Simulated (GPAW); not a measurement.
# Zn (P6_3/mmc) in GPAW: a series of runs, part 2 of 2

GPAW 26.7.0. The steps go on from the part before.

### 3 Phonons, LDA

Input file run.py:

```python
import json
import numpy as np
from ase import Atoms
from ase.constraints import FixSymmetry
from ase.filters import FrechetCellFilter
from ase.io import write
from ase.optimize import BFGS
from ase.spacegroup import crystal
from phonopy import Phonopy
from phonopy.structure.atoms import PhonopyAtoms
from gpaw import GPAW, PW, setup_paths

setup_paths.insert(0, '.')

# Zn 2c
atoms = crystal(['Zn'],
                basis=[[0.6666666667, 0.3333333333, 0.75]],
                spacegroup=194, setting=1,  # P6_3/mmc
                cellpar=[2.67, 2.67, 4.966, 90.0, 90.0, 120.0],
                primitive_cell=True)

calc = GPAW(mode=PW(510),
            xc='LDA',
            kpts={'size': (11, 11, 6), 'gamma': True},
            occupations={'name': 'fermi-dirac', 'width': 0.005},
            nbands=21,
            convergence={'density': 1e-06, 'eigenstates': 1e-09},
            eigensolver={'name': 'davidson', 'niter': 2},
            maxiter=75,
            txt='gpaw.txt')
atoms.calc = calc
atoms.set_constraint(FixSymmetry(atoms))
BFGS(FrechetCellFilter(atoms), trajectory='relax.traj', logfile='-').run(fmax=0.005, steps=40)
atoms.set_constraint()
energy = atoms.get_potential_energy()
forces = atoms.get_forces()
stress = atoms.get_stress()
calc.write('gs.gpw')
write('result.traj', atoms)
print('Cell:', atoms.cell.cellpar().round(4))
print(atoms.get_scaled_positions().round(5))

def force_constants(scale):
    unit = PhonopyAtoms(symbols=atoms.get_chemical_symbols(), cell=atoms.cell[:] * scale**(1 / 3),
                        scaled_positions=atoms.get_scaled_positions())
    ph = Phonopy(unit, supercell_matrix=np.diag([1, 1, 1]), primitive_matrix=np.eye(3), symprec=1e-4)
    ph.generate_displacements(distance=0.02)
    forces = []
    for i, sc in enumerate(ph.supercells_with_displacements):
        a = Atoms(sc.symbols, cell=sc.cell, scaled_positions=sc.scaled_positions, pbc=True)
        c = GPAW(mode=PW(510),
                 xc='LDA',
                 kpts={'size': (11, 11, 6), 'gamma': True},
                 occupations={'name': 'fermi-dirac', 'width': 0.005},
                 nbands=21,
                 convergence={'density': 1e-06, 'eigenstates': 1e-09},
                 eigensolver={'name': 'davidson', 'niter': 2},
                 maxiter=75,
                 txt=f'disp-{scale:.3f}-{i:02d}.txt')
        a.calc = c
        f = a.get_forces()
        forces.append(f - f.mean(axis=0))
        print(f'displacement {i}: drift', f.mean(axis=0).round(5), flush=True)
    ph.forces = forces
    ph.produce_force_constants()
    ph.symmetrize_force_constants()
    return ph

qpoints = [[0.0, 0.0, 0.0]]
results = {}
for scale in [1.0]:
    ph = force_constants(scale)
    ph.run_qpoints(qpoints)
    nu = ph.qpoints.frequencies * 33.35641  # THz to cm^-1
    results[f'{scale:.3f}'] = nu.tolist()
    for qp, f in zip(qpoints, nu):
        print(scale, np.round(qp, 4), f.round(2))
json.dump(results, open('phonons.json', 'w'))
```

Potentials or basis: PAW data sets generated in the run's folder for this functional, pw.

Launch:

```console
$ gpaw-setup -f LDA Zn
$ OMP_NUM_THREADS=1 python run.py
```

gpaw.txt:

```text
__  _  _
 | _ |_)|_||  |
 |__||  | ||/\| - 26.7.0

Input parameters:
  mode=PW(ecut=510.0),
  convergence={'density': 1e-06, 'eigenstates': 1e-09},
  eigensolver=Davidson(niter=2),
  kpts=MonkhorstPack(size=(11, 11, 6), gamma=True),
  maxiter=75,
  nbands=21,
  occupations=Occupations(name='fermi-dirac', width=0.005),
  xc=XC(name='LDA')

Diagonalizing LCAO Hamiltonian
Converting LCAO to pw mode

          Zn

        Zn

Atoms  # Å, Bohr magnetons
|   | symbol |        x |        y |        z |    initial magnetic moments |
|---|--------|----------|----------|----------|-----------------------------|
| 0 |     Zn | 1.335000 | 0.770763 | 3.724500 | ( 0.0000,  0.0000,  0.0000) |
| 1 |     Zn | 0.000000 | 1.541525 | 1.241500 | ( 0.0000,  0.0000,  0.0000) |
[... 132 lines left out ...]
SCF iterations
|iter     | |      energy | eigst |  dens |
|---------|-|-------------|-------|-------|
|iter:   1| |   -3.948794 | +0.14 |       |
|iter:   2| |   -3.953698 | -1.27 | -1.41 |
|iter:   3| |   -3.872304 | -1.22 | -1.44 |
|iter:   4| |   -3.800180 | -2.33 | -1.84 |
|iter:   5| |   -3.801215 | -3.78 | -2.24 |
|iter:   6| |   -3.801073c| -4.47 | -3.23 |
|iter:   7| |   -3.801066c| -6.03 | -3.54 |
|iter:   8| |   -3.801065c| -6.79 | -4.12 |
|iter:   9| |   -3.801065c| -7.93 | -4.66 |
|iter:  10| |   -3.801065c| -8.58 | -5.01 |
|iter:  11| |   -3.801065c| -9.44c| -5.60 |
|iter:  12| |   -3.801065c|-10.80c| -6.72c|
[... 257 lines left out ...]
Stress tensor  # eV/Ang^3
|        x |        y |        z |
|----------|----------|----------|
| 0.053219 | 0.000000 | 0.000000 |
| 0.000000 | 0.053219 | 0.000000 |
| 0.000000 | 0.000000 | 0.053450 |

Forces  # eV/Ang
|       x |       y |        z |
|---------|---------|----------|
| 0.00000 | 0.00000 | -0.00003 |  # Zn   0
| 0.00000 | 0.00000 |  0.00003 |  # Zn   1

Interpolating wave functions to new cell

          Zn
[... 199 lines left out ...]
Stress tensor  # eV/Ang^3
|         x |         y |        z |
|-----------|-----------|----------|
| -0.024574 |  0.000000 | 0.000000 |
|  0.000000 | -0.024574 | 0.000000 |
|  0.000000 |  0.000000 | 0.000996 |

Forces  # eV/Ang
|       x |        y |        z |
|---------|----------|----------|
| 0.00000 |  0.00000 |  0.00001 |  # Zn   0
[... 236 lines left out ...]
Symmetry operations  # r_c * U_cc + t_c -> r_c
|    | kind |            matrix            |
|----|------|------------------------------|
|  0 |  σ   |  1, 1, 0,  0,-1, 0,  0, 0, 1 |
|  1 |  S6  |  1, 1, 0, -1, 0, 0,  0, 0,-1 |
|  2 |  E   |  1, 0, 0,  0, 1, 0,  0, 0, 1 |
|  3 |  C2  |  1, 0, 0, -1,-1, 0,  0, 0,-1 |
|  4 |  C2  |  0, 1, 0,  1, 0, 0,  0, 0,-1 |
|  5 |  C3  |  0, 1, 0, -1,-1, 0,  0, 0, 1 |
|  6 |  S6  |  0,-1, 0,  1, 1, 0,  0, 0,-1 |
|  7 |  σ   |  0,-1, 0, -1, 0, 0,  0, 0, 1 |
|  8 |  σ   | -1, 0, 0,  1, 1, 0,  0, 0, 1 |
[... 331 lines left out ...]
SCF iterations
|iter     | |      energy | eigst |  dens |
|---------|-|-------------|-------|-------|
|iter:   1| |   -3.921874 |       |       |
|iter:   2| |   -3.925167 | -2.05 | -2.46 |
|iter:   3| |-2493.155502 | +2.30 | -2.43 |
|iter:   4| |   -3.785053 | +0.87 | +0.22 |
|iter:   5| |   -3.910280 | -0.82 | -2.00 |
|iter:   6| |   -3.922844 | -2.01 | -2.74 |
|iter:   7| |   -3.923567 | -3.16 | -3.22 |
|iter:   8| |   -3.923620c| -3.98 | -3.36 |
|iter:   9| |   -3.923684c| -4.43 | -3.35 |
|iter:  10| |   -3.923681c| -4.67 | -3.51 |
|iter:  11| |   -3.923683c| -5.02 | -4.10 |
|iter:  12| |   -3.923683c| -5.61 | -4.74 |
|iter:  13| |   -3.923683c| -6.12 | -4.83 |
|iter:  14| |   -3.923683c| -7.08 | -5.70 |
|iter:  15| |   -3.923683c| -7.87 | -6.10c|
|iter:  16| |   -3.923683c| -8.56 | -6.35c|
|iter:  17| |   -3.923683c| -9.32c| -7.02c|

Converged in 17 steps
Energy contributions relative to reference atoms: (reference = -97575.803408)

Energy contributions:
  Kinetic:          -2.673076
  Coulomb:           6.768926
  Zero:             -0.061289
  External:          0.000000
  Xc:               -7.958187
  Entropy:          -0.000115
  Spinorbit:         0.000000
  ----------------------------
  Free energy:      -3.923741
  Extrapolated:     -3.923683
[... 185 lines left out ...]
SCF iterations
|iter     | |      energy | eigst |  dens |
|---------|-|-------------|-------|-------|
|iter:   1| |   -3.906704 |       |       |
|iter:   2| |   -3.934391 | -0.99 | -2.17 |
|iter:   3| |-1704.577170 | +1.66 | -2.14 |
|iter:   4| |   -2.644003 | +1.36 | +0.36 |
|iter:   5| |   -3.744052 | +0.57 | -1.57 |
|iter:   6| |   -3.911929 | -0.29 | -2.45 |
|iter:   7| |   -3.933407 | -1.62 | -2.57 |
|iter:   8| |   -3.933351 | -2.82 | -2.58 |
|iter:   9| |   -3.932993c| -3.93 | -2.80 |
|iter:  10| |   -3.933242c| -4.81 | -3.27 |
|iter:  11| |   -3.932961c| -5.01 | -2.99 |
|iter:  12| |   -3.932931c| -5.91 | -3.38 |
|iter:  13| |   -3.932922c| -6.56 | -3.67 |
|iter:  14| |   -3.932920c| -6.68 | -3.99 |
|iter:  15| |   -3.932920c| -8.64 | -5.27 |
|iter:  16| |   -3.932920c| -9.80c| -5.07 |
|iter:  17| |   -3.932920c| -9.11c| -5.29 |
|iter:  18| |   -3.932920c|-10.87c| -6.14c|
[... 41 lines left out ...]
No gap
No difference between direct/indirect transitions

Stress tensor  # eV/Ang^3
|         x |         y |         z |
|-----------|-----------|-----------|
|  0.000231 | -0.000000 |  0.000000 |
| -0.000000 |  0.000231 | -0.000000 |
|  0.000000 | -0.000000 |  0.008294 |

Forces  # eV/Ang
|        x |       y |        z |
|----------|---------|----------|
| -0.00000 | 0.00000 |  0.00000 |  # Zn   0
|  0.00000 | 0.00000 | -0.00000 |  # Zn   1
[... 204 lines left out ...]
No gap
No difference between direct/indirect transitions

Stress tensor  # eV/Ang^3
|         x |         y |         z |
|-----------|-----------|-----------|
|  0.000089 | -0.000000 |  0.000000 |
| -0.000000 |  0.000089 |  0.000000 |
|  0.000000 |  0.000000 | -0.000085 |

Forces  # eV/Ang
|        x |       y |        z |
|----------|---------|----------|
| -0.00000 | 0.00000 |  0.00000 |  # Zn   0
|  0.00000 | 0.00000 | -0.00000 |  # Zn   1

# Writing to gs.gpw (mode='')
```

stdout:

```text
Step          Energy          fmax
BFGS:    0       -3.801113        0.941392
BFGS:    1       -3.834258        0.803308
BFGS:    2       -3.912757        0.324611
BFGS:    3       -3.919580        0.204001
BFGS:    4       -3.920157        0.167180
BFGS:    5       -3.923741        0.243559
BFGS:    6       -3.932967        0.111312
BFGS:    7       -3.933771        0.001189
Cell: [  2.5954   2.5954   4.574   90.      90.     120.    ]
[[0.66667 0.33333 0.75   ]
 [0.33333 0.66667 0.25   ]]
displacement 0: drift [-0. -0. -0.]
1.0 [0. 0. 0.] [ -0.     0.     0.    82.57  82.57 174.16]
```

disp-1.000-00.txt:

```text
__  _  _
 | _ |_)|_||  |
 |__||  | ||/\| - 26.7.0

Input parameters:
  mode=PW(ecut=510.0),
  convergence={'density': 1e-06, 'eigenstates': 1e-09},
  eigensolver=Davidson(niter=2),
  kpts=MonkhorstPack(size=(11, 11, 6), gamma=True),
  maxiter=75,
  nbands=21,
[... 174 lines left out ...]
|          0 |        -3.745 |     2.000 |
|        ... |               |           |
|          5 |        -0.216 |     2.000 |
|          6 |        -0.214 |     2.000 |
|          7 |         0.090 |     2.000 |
|          8 |         0.099 |     2.000 |
|          9 |         0.429 |     2.000 |
|         10 |         0.437 |     2.000 |
[... 8 lines left out ...]
|         19 |        28.267 |     0.000 |
|         20 |        28.743 |     0.000 |

No gap
No difference between direct/indirect transitions

Forces  # eV/Ang
|        x |        y |        z |
|----------|----------|----------|
| -0.00809 | -0.00022 | -0.06343 |  # Zn   0
|  0.00809 |  0.00022 |  0.06342 |  # Zn   1
```

It took 5 min on 1 thread of Arm Neoverse V1, shared host; peak memory 0.32 GiB.

Results:

```yaml
Free_energy: -3.9338 eV
Relaxed_volume: 13.34 Å³/atom
Relaxed_cell: a = 2.595 Å, b = 2.595 Å, c = 4.574 Å, α = 90.00°, β = 90.00°, γ = 120.00°
Space_group_after_relaxing_to_0.05_Å: P6_3/mmc (No. 194)
Pressure_after_relaxing: 0.0 GPa
Band_gap_on_the_k_mesh: none (metal or under the smearing width)
Highest_phonon_frequency_at_Γ: 174 cm⁻¹
```

Final structure:
```xyz
2
Lattice="2.5954 0.0000 0.0000 -1.2977 2.2476 0.0000 0.0000 0.0000 4.5740" Properties=species:S:1:pos:R:3 pbc="T T T"
Zn    1.2977    0.7492    3.4305
Zn    0.0000    1.4984    1.1435
```

Levels at points of the mesh, in eV from the Fermi level:
```tsv
k point	band 9	band 10	band 11	band 12	band 13	band 14	band 15	band 16
(0.00, 0.00, 0.00)	-7.65	-7.31	-7.31	-4.00	-2.31	16.65	17.85	17.85
(0.00, 0.00, 0.50)	-7.44	-7.44	-7.44	-7.44	6.11	6.11	19.42	19.42
```

Phonon frequencies in cm⁻¹ (negative: imaginary):
| q point | frequencies |
| --- | --- |
| (0.000, 0.000, 0.000) | 0 0 0 83 83 174 |

Caveat: the cutoff is short for stress and forces, so pressures can be off by a GPa or more.

### 4 Phonons, vdW-DF-cx

Input file run.py:

```python
import json
import numpy as np
from ase import Atoms
from ase.constraints import FixSymmetry
from ase.io import read, write
from ase.optimize import BFGS
from phonopy import Phonopy
from phonopy.structure.atoms import PhonopyAtoms
from gpaw import GPAW

atoms = read('Zn.cif')

calc = GPAW(mode='fd',
            h=0.16,
            xc={'name': 'vdW-DF-cx', 'backend': 'libvdwxc'},
            kpts={'size': (11, 11, 6), 'gamma': True},
            occupations={'name': 'fermi-dirac', 'width': 0.05},
            nbands=21,
            convergence={'density': 1e-06, 'eigenstates': 1e-09},
            maxiter=150,
            txt='gpaw.txt')
atoms.calc = calc
atoms.set_constraint(FixSymmetry(atoms))
BFGS(atoms, trajectory='relax.traj', logfile='-').run(fmax=0.005, steps=40)
atoms.set_constraint()
energy = atoms.get_potential_energy()
forces = atoms.get_forces()
calc.write('gs.gpw')
write('result.traj', atoms)
print('Cell:', atoms.cell.cellpar().round(4))
print(atoms.get_scaled_positions().round(5))

def force_constants(scale):
    unit = PhonopyAtoms(symbols=atoms.get_chemical_symbols(), cell=atoms.cell[:] * scale**(1 / 3),
                        scaled_positions=atoms.get_scaled_positions())
    ph = Phonopy(unit, supercell_matrix=np.diag([1, 1, 1]), primitive_matrix=np.eye(3), symprec=1e-4)
    ph.generate_displacements(distance=0.02)
    forces = []
    for i, sc in enumerate(ph.supercells_with_displacements):
        a = Atoms(sc.symbols, cell=sc.cell, scaled_positions=sc.scaled_positions, pbc=True)
        c = GPAW(mode='fd',
                 h=0.16,
                 xc={'name': 'vdW-DF-cx', 'backend': 'libvdwxc'},
                 kpts={'size': (11, 11, 6), 'gamma': True},
                 occupations={'name': 'fermi-dirac', 'width': 0.05},
                 nbands=21,
                 convergence={'density': 1e-06, 'eigenstates': 1e-09},
                 maxiter=150,
                 txt=f'disp-{scale:.3f}-{i:02d}.txt')
        a.calc = c
        f = a.get_forces()
        forces.append(f - f.mean(axis=0))
        print(f'displacement {i}: drift', f.mean(axis=0).round(5), flush=True)
    ph.forces = forces
    ph.produce_force_constants()
    ph.symmetrize_force_constants()
    return ph

qpoints = [[0.0, 0.0, 0.0]]
results = {}
for scale in [1.0]:
    ph = force_constants(scale)
    ph.run_qpoints(qpoints)
    nu = ph.qpoints.frequencies * 33.35641  # THz to cm^-1
    results[f'{scale:.3f}'] = nu.tolist()
    for qp, f in zip(qpoints, nu):
        print(scale, np.round(qp, 4), f.round(2))
json.dump(results, open('phonons.json', 'w'))
```

Input file Zn.cif:

```cif
data_Zn
_cell_length_a 2.67000000
_cell_length_b 2.67000000
_cell_length_c 4.96600000
_cell_angle_alpha 90.00000000
_cell_angle_beta 90.00000000
_cell_angle_gamma 120.00000000
_space_group_name_H-M_alt 'P6_3/mmc'
_space_group_name_Hall '-P 6c 2c'
_space_group_IT_number 194
loop_
_space_group_symop_operation_xyz
'x,y,z'
'-x,-y,-z'
'x-y,x,z+1/2'
'-x+y,-x,-z+1/2'
'-y,x-y,z'
'y,-x+y,-z'
'-x,-y,z+1/2'
'x,y,-z+1/2'
'-x+y,-x,z'
'x-y,x,-z'
'y,-x+y,z+1/2'
'-y,x-y,-z+1/2'
'-y,-x,-z+1/2'
'y,x,z+1/2'
'-x,-x+y,-z'
'x,x-y,z'
'-x+y,y,-z+1/2'
'x-y,-y,z+1/2'
'y,x,-z'
'-y,-x,z'
'x,x-y,-z+1/2'
'-x,-x+y,z+1/2'
'x-y,-y,-z'
'-x+y,y,z'
loop_
_atom_site_label
_atom_site_type_symbol
_atom_site_symmetry_multiplicity
_atom_site_Wyckoff_symbol
_atom_site_fract_x
_atom_site_fract_y
_atom_site_fract_z
_atom_site_occupancy
Zn1 Zn 2 c 0.6666666667 0.3333333333 0.7500000000 1
```

Potentials or basis: GPAW PAW data sets (gpaw-data 1.2.1), fd.

Launch:

```console
$ OMP_NUM_THREADS=1 python run.py
```

gpaw.txt:

```text
__  _  _
 | _ |_)|_||  |
 |__||  | ||/\| - 26.7.0

Input parameters:
  mode=FD(),
  convergence={'density': 1e-06, 'eigenstates': 1e-09},
  h=0.16,
  kpts=MonkhorstPack(size=(11, 11, 6), gamma=True),
  maxiter=150,
  nbands=21,
  occupations=Occupations(name='fermi-dirac', width=0.05),
  xc=XC(name='vdW-DF-cx', backend='libvdwxc')

Diagonalizing LCAO Hamiltonian
Converting LCAO to fd mode

          Zn

        Zn

Atoms  # Å, Bohr magnetons
|   | symbol |        x |        y |        z |    initial magnetic moments |
|---|--------|----------|----------|----------|-----------------------------|
| 0 |     Zn | 1.335000 | 0.770763 | 3.724500 | ( 0.0000,  0.0000,  0.0000) |
| 1 |     Zn | 0.000000 | 1.541525 | 1.241500 | ( 0.0000,  0.0000,  0.0000) |

Unit cell  # Å
| periodic |         x |        y |        z |  lengths |     angles |
|----------|-----------|----------|----------|----------|------------|
|      yes |  2.670000 | 0.000000 | 0.000000 | 2.670000 |  90.000000 |
[... 145 lines left out ...]
|iter:  11| |   42.449281c| -6.03 | -5.72 |
|iter:  12| |   42.449281c| -6.47 | -6.02c|
|iter:  13| |   42.449281c| -7.16 | -6.21c|
|iter:  14| |   42.449281c| -7.78 | -6.95c|
|iter:  15| |   42.449281c| -8.63 | -7.31c|
|iter:  16| |   42.449281c| -9.28c| -7.51c|

Converged in 16 steps
Energy contributions relative to reference atoms: (reference = -97722.653306)

Energy contributions:
  Kinetic:           1.387889
  Coulomb:           2.199566
  Zero:             -0.093084
  External:          0.000000
  Xc:               38.957297
  Entropy:          -0.004775
  Spinorbit:         0.000000
  ----------------------------
  Free energy:      42.446893
  Extrapolated:     42.449281

dipole moment: (0.000000, -0.000000, -0.000000)  # |e|*Ang

Fermi level: 6.418
Eigenvalues  # (at kpt = [0.000, 0.000, 0.000])
| band index |      eig [eV] | occ [0-2] |
|------------|---------------|-----------|
|          0 |        -3.764 |     2.000 |
|        ... |               |           |
|          5 |        -1.175 |     2.000 |
|          6 |        -1.175 |     2.000 |
|          7 |        -0.858 |     2.000 |
|          8 |        -0.858 |     2.000 |
|          9 |        -0.657 |     2.000 |
|         10 |        -0.657 |     2.000 |
[... 8 lines left out ...]
|         19 |        25.663 |     0.000 |
|         20 |        26.874 |     0.000 |

No gap
No difference between direct/indirect transitions

Forces  # eV/Ang
|        x |        y |        z |
|----------|----------|----------|
|  0.00000 | -0.00000 |  0.00000 |  # Zn   0
| -0.00000 |  0.00000 | -0.00000 |  # Zn   1

# Writing to gs.gpw (mode='')
```

It took 22 min on 1 thread of Arm Neoverse V1, shared host; peak memory 2.9 GiB.

Results:

```yaml
Free_energy: 42.4469 eV
Band_gap_on_the_k_mesh: none (metal or under the smearing width)
Highest_phonon_frequency_at_Γ: 146 cm⁻¹
```

Final structure:
```
Zn
1.0
     2.67000    0.00000    0.00000
    -1.33500    2.31229    0.00000
     0.00000    0.00000    4.96600
Zn
2
Direct
  0.66667 0.33333 0.75000
  0.33333 0.66667 0.25000
```

Phonon frequencies in cm⁻¹ (negative: imaginary):
| q point | frequencies |
| --- | --- |
| (0.000, 0.000, 0.000) | 0 0 0 65 65 146 |

Caveat: the PAW data sets were made with another functional, which shifts forces and pressure a little.

### 5 Summary

```csv
level,potentials or basis,cell,cutoff (eV),smearing,maxiter,displacement,relaxed first,eigensolver,grid spacing,other keys,gap on the mesh (eV),pressure (GPa)
LDA,"PAW data sets generated in the run's folder for this functional, pw",atoms relaxed,510,fermi-dirac 0.05 eV,150,0.01,ions,-,-,-,none,-9.7
LDA,"PAW data sets generated in the run's folder for this functional, pw",relaxed,510,fermi-dirac 0.005 eV,75,0.02,cell,davidson niter=2,-,"several, not listed",none,0.0
vdW-DF-cx,"GPAW PAW data sets (gpaw-data 1.2.1), fd",atoms relaxed,-,fermi-dirac 0.05 eV,150,0.02,ions,-,0.16 Å,-,none,-
```

Alike in all rows: task phonons; no spin polarisation; k mesh 11 × 11 × 6.

Caveats: the cutoff is short for stress and forces, so pressures can be off by a GPa or more (some runs); the cell is more than 3 GPa from zero pressure, which shifts response properties (some runs); the PAW data sets were made with another functional, which shifts forces and pressure a little (some runs).

Absolute energies hang on the potentials; compare differences alone.
